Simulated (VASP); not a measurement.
The system is CrO2.

```
Cr O
1.0
     0.00000    2.33684    2.33684
     2.33684    0.00000    2.33684
     2.33684    2.33684    0.00000
Cr O
1 2
Direct
  0.00000 0.00000 0.00000
  0.25000 0.25000 0.25000
  0.75000 0.75000 0.75000
```

Measurements of this composition are mostly on another form, of space group No. 136.

Base run:

```yaml
Program: VASP 6.6.1
Functional: PBEsol
Potentials_or_basis: VASP PAW PBE potentials, release 64 (Cr_pv, O)
Cutoff: 520 eV
k_mesh: 7 × 7 × 7
Occupations: gaussian, width 0.05 eV
Spin: collinear spin, ferromagnetic start
Starting_moments: "[3.0, 0.0, 0.0] μB"
Hubbard_terms: Cr d U = 8 eV
```

Its results: pressure 15.9 GPa; site moments Cr +2.76; O -0.35 μB.

**Question.** The run is repeated on the same cell with these changes: further incar settings from ALGO = Normal; EDIFF = 1e-07; NBANDS = 23 to ALGO = Normal; EDIFF = 1e-06; NBANDS = 23; fixed moment from none to 1 μB. What comes out?

**Answer.** Pressure 21.9 GPa; site moments Cr +1.38; O -0.18 μB.

Caveats: the PAW data sets were made with another functional, which shifts forces and pressure a little; a cell with one magnetic atom can't hold antiferromagnetic order, which such compounds often take; the moment is held away from its start (some runs); the total moment is fixed, so each spin has its own Fermi level (some runs).
